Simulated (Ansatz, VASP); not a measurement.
Two plane-wave programs on Ta

```
Ta
1.0
    -1.69419    1.69419    1.69419
     1.69419   -1.69419    1.69419
     1.69419    1.69419   -1.69419
Ta
1
Direct
  0.00000 0.00000 0.00000
```

Alike in both runs: task single point; functional PBE; k mesh 10 × 10 × 10; occupations fermi-dirac, width 0.15 eV; no spin polarisation.

```csv
,VASP,Ansatz
version,VASP 6.6.1,Ansatz 0.2.0
potentials or method,"VASP PAW PBE potentials, release 64 (Ta_pv)","plane waves, PAW"
plane-wave cutoff (eV),520,500
valence electrons in the cell,11,13
```

```tsv
	VASP	Ansatz	Ansatz less VASP
pressure (GPa)	-10.0	-10.1	-0.03
```

The two sets of potentials don't hold the same shells in valence.

Spin-orbit coupling is left out, which matters for the levels of Ta.
